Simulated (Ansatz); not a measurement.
Ansatz input

```yaml
crystal:
  lattice:
    - [-1.6871635664, 1.7212098307, 2.6724747077]
    - [1.7212098307, -1.6871635664, 2.6724747077]
    - [1.6895833473, 1.6895833473, -2.6501028836]
  atoms:
    - { symbol: In, position: [0.0, 0.0, 0.0] }
hamiltonian:
  xc: b3lyp
  pseudopotentials:
    kind: paw
    azcp:
      In: "pseudopotentials/In.paw.azcp"
basis:
  ecutwfc: 420
  fft_grid_basis: typed
kpoints:
  mp_grid: { grid: [6, 6, 7], shift: [0, 0, 0] }
magnetization:
  spin_polarized: false
scf:
  occupations: { method: fermi_dirac, width: 0.1 }
```

and its output:

```
Engine: ansatz 0.2.0, x86_64-unknown-linux-gnu
Pseudopotentials: kind: paw
Pseudopotential: In, paw, valence charge 13, recommended cutoff 420 eV (normal) 
Functional definition: B3LYP
  parameter a0 = 0.2
  parameter ax = 0.72
  parameter ac = 0.81
  exchange = (1 - a0 - ax)*slater_x + ax*b88_x + a0*exact_x
  correlation = (1 - ac)*vwn_rpa_c + ac*lyp_c
Crystal: 1 atoms, lattice volume = 31.088 Å³
Basis set: ecut = 420 eV, 587 PW (Γ), exchange–correlation on 50×50×48 points (8 copies of the dense FFT grid, shifted against one another)
Bands: 11, of which v1, the nominal top of the filled ones, is band 7 counted from 1 (6 counted from 0)
Symmetry: 4 space group operations
Space group: C2/m (ITA 12), of the structure as read, at distance tolerance 3.1e-5 Å
k-points: 76 of 252
Non-local potential: In, projectors of the file, l = 0: 2, l = 1: 2, l = 2: 2, l = 3: 2
PAW form: soft (Blöchl's): semilocal exchange-correlation on the pseudo side does not see the compensation charge
PAW frozen core: In, regenerated for the run's functional, and the local potential with it (the file was generated under x = pbe(κ = 0.804, μ = 0.2195149727645171), c = pbe(β = 0.06672455060314922))
PAW one-centre angular grid: In, 590 points (default); XC on 64 Gauss nodes
Initial density: superposition of atomic densities (neutral atoms: chi_scale 0, normalization atom), corrected by the library's trained network
Initial wavefunctions: pseudopotential atomic-orbital guess
Functional: x = 0.1 slater + 0.9 b88, c = 0.19 vwn_rpa + 0.81 lyp, warm-up for x = 0.08 slater + 0.72 b88 + 0.2 exact, c = 0.19 vwn_rpa + 0.81 lyp
SCF iter   1: F=—  HF=-5608.975079 eV  |F-HF|=—  |Δ(HF+E_count)|=         —  Δρ=4.73e-3  dr2=5.73e-3  ethr=1.77e-3  ⟨swp⟩=10.3  Hψ=4078  notcnv=1
SCF iter   2: F=—  HF=-5608.975797 eV  |F-HF|=—  |Δ(HF+E_count)|=   7.18e-4  Δρ=2.96e-3  dr2=2.73e-3  ethr=4.41e-5  ⟨swp⟩=3.0  Hψ=1581  notcnv=0  defer=21
iter 3 solved again at ethr=9.17e-7 eV; its pass at ethr=2.10e-5 eV (dr2=1.19e-4 eV) is discarded
SCF iter   3: F=—  HF=-5608.976268 eV  |F-HF|=—  |Δ(HF+E_count)|=   4.71e-4  Δρ=5.51e-4  dr2=1.09e-4  ethr=9.17e-7  ⟨swp⟩=3.8  Hψ=3185  notcnv=0  defer=2
eigensolver tolerance schedule: the retry pair's looser diagonalisation over-reported the residual by 0.10 of it (diagonalisation noise at 0.10 of the residual, at the tolerance the schedule requests for it); recorded, not acted on — ethr = c·dr2/N_el stays at c = 1.0e-1
SCF iter   4: F=—  HF=-5608.976298 eV  |F-HF|=—  |Δ(HF+E_count)|=   2.91e-5  Δρ=2.11e-4  dr2=1.51e-5  ethr=8.37e-7  ⟨swp⟩=3.0  Hψ=1455  notcnv=0  defer=1
SCF iter   5: F=—  HF=-5608.976309 eV  |F-HF|=—  |Δ(HF+E_count)|=   1.14e-5  Δρ=5.51e-5  dr2=1.08e-6  ethr=1.16e-7  ⟨swp⟩=3.4  Hψ=1670  notcnv=0  defer=1
SCF iter   6: F=—  HF=-5608.976311 eV  |F-HF|=—  |Δ(HF+E_count)|=   1.95e-6  Δρ=1.73e-5  dr2=1.04e-7  ethr=8.31e-9  ⟨swp⟩=3.2  Hψ=1829  notcnv=0  defer=1
SCF iter   7: F=—  HF=-5608.976311 eV  |F-HF|=—  |Δ(HF+E_count)|=   3.55e-8  Δρ=2.70e-6  dr2=1.98e-9  ethr=7.98e-10  ⟨swp⟩=3.5  Hψ=1842  notcnv=0  defer=1
SCF iter   8: F=-5608.976311 eV  HF=-5608.976311 eV  |F-HF|=4.13e-10  |Δ(HF+E_count)|=   5.18e-9  Δρ=7.71e-7  dr2=1.63e-10  ethr=1.52e-11  ⟨swp⟩=3.9  Hψ=1921  notcnv=0  defer=1
SCF 1 converged in 8 iterations: F = -5608.976311 eV  dr2 = 1.63e-10
Initial density: handed on by an earlier stage of this run
Initial wavefunctions: those handed on with the density
Functional: x = 0.08 slater + 0.72 b88 + 0.2 exact, c = 0.19 vwn_rpa + 0.81 lyp
Frozen-core exchange: fock
iter 1 solved again at ethr=3.07e-5 eV; its pass at ethr=1.00e-1 eV (dr2=3.99e-3 eV) is discarded
SCF iter   1: F=—  HF=-5611.858259 eV  |F-HF|=—  |Δ(HF+E_count)|=         —  Δρ=4.41e-3  dr2=3.91e-3  ethr=3.07e-5  ⟨swp⟩=4.7  Hψ=4574  notcnv=0
SCF iter   2: F=—  HF=-5611.860045 eV  |F-HF|=—  |Δ(HF+E_count)|=   1.79e-3  Δρ=2.54e-3  dr2=1.25e-3  ethr=2.70e-5  ⟨swp⟩=2.3  Hψ=1365  notcnv=0
SCF iter   3: F=—  HF=-5611.860103 eV  |F-HF|=—  |Δ(HF+E_count)|=   5.71e-5  Δρ=4.96e-4  dr2=9.59e-5  ethr=9.03e-6  ⟨swp⟩=3.6  Hψ=1890  notcnv=0
SCF iter   4: F=—  HF=-5611.860081 eV  |F-HF|=—  |Δ(HF+E_count)|=   2.17e-5  Δρ=2.39e-4  dr2=1.84e-5  ethr=7.07e-7  ⟨swp⟩=3.1  Hψ=1748  notcnv=0
SCF iter   5: F=-5611.860087 eV  HF=-5611.860086 eV  |F-HF|=2.57e-7  |Δ(HF+E_count)|=   5.57e-6  Δρ=5.40e-5  dr2=1.61e-6  ethr=1.30e-7  ⟨swp⟩=3.2  Hψ=1749  notcnv=0  defer=6
SCF 2 stopped early in 5 iterations: F = -5611.860087 eV  dr2 = 1.61e-6
hybrid outer 1: dexx = +3.406e-3 eV, tail = 5.09e-6 eV
Frozen-core exchange: fock
SCF iter   1: F=—  HF=-5611.860054 eV  |F-HF|=—  |Δ(HF+E_count)|=         —  Δρ=3.48e-5  dr2=3.87e-7  ethr=1.96e-7  ⟨swp⟩=5.5  Hψ=2567  notcnv=0
SCF iter   2: F=—  HF=-5611.860054 eV  |F-HF|=—  |Δ(HF+E_count)|=   4.05e-7  Δρ=1.41e-5  dr2=1.35e-7  ethr=1.80e-9  ⟨swp⟩=4.0  Hψ=1989  notcnv=0  defer=5
SCF iter   3: F=-5611.860054 eV  HF=-5611.860054 eV  |F-HF|=1.83e-9  |Δ(HF+E_count)|=   3.21e-7  Δρ=4.99e-6  dr2=3.78e-8  ethr=4.20e-10  ⟨swp⟩=3.1  Hψ=1515  notcnv=0  defer=12
SCF 3 converged in 3 iterations: F = -5611.860054 eV  dr2 = 3.78e-8
hybrid outer 2: dexx = +1.606e-6 eV, tail = 7.76e-8 eV, Δε = 4.89e-3 eV (about 9.48e-4 eV left of the loop's levels)
hybrid SCF converged: 2 outer / 8 inner (+8 warm-up), last move |dexx| = 1.61e-6 eV, tail = 7.76e-8 eV
Stability not checked: this state was not tested for a lower state beside it, because the functional holds exact exchange (a hybrid, or Hartree-Fock), whose exchange loop this test does not read (fock_operator; see scf.lower_state_search)
Free energy (F): -5611.860054 eV
Frozen-core exchange: fock
Harris-Foulkes:  -5611.860054 eV  (|F-HF|=1.83e-9)
Internal energy: -5611.849706 eV  (E = F + TS)
E sigma→0 (E₀):  -5611.854880 eV
Entropy (-TS):   -0.010348 eV (-10.348 meV/atom)
Fermi energy:    8.295293 eV
--- Per-component energies (eV) ---
  E_band       = -70.448553
  E_kinetic    = 240.409252
  E_local      = -1180.401519  (includes V_loc(G=0)·N_el)
  E_nonlocal   = 364.622008
  E_hartree    = 461.797684
  E_xc         = -175.468157
  E_vxc        = -80.390514  (∫ρ·V_xc dr)
  E_exx        = -29.680412  (= α·E_x^exact, valence–valence)
  E_paw        = -4176.047130  (= ΣΔE_a)
  E_vpaw       = -278.922805  (= ΣTr[D̂ρ^β])
  E_aug_tail   = 0.000026  (compensation charges beyond the density's cutoff)
  E_ewald      = -1117.342738
  E_core_change = 0.261279  (= ΣΔE_core)
  E_smearing   = -0.010348  (= −TS)
  E_closure    = -0.000000  (closes the sum)
  Σ components = -5611.860054   (vs F -5611.860054, Δ=0.00e0)
--- Band table (eV; the first three rows and the last of 76) ---
  k-point 0: bands = ["-8.4007", "-8.3025", "-8.3001", "-8.2767", "-8.1787", "-1.5051", "17.9210", "18.0620", "18.2885"]
  k-point 1: bands = ["-8.3405", "-8.3265", "-8.2734", "-8.2629", "-8.2007", "-0.8951", "15.8577", "16.1288", "16.4412"]
  k-point 2: bands = ["-8.3911", "-8.3110", "-8.2053", "-8.1932", "-8.1832", "0.9673", "13.1960", "13.3630", "13.9343"]
  k-point 75: bands = ["-8.4749", "-8.3849", "-8.1351", "-8.1281", "-8.1135", "4.1626", "5.7260", "12.5717", "12.6761"]
  guard bands above this table: 2 of the run's 11 bands. The solve was not asked for them (output.publish_guard_bands: true or output.eigenvalues: true publishes all)
```
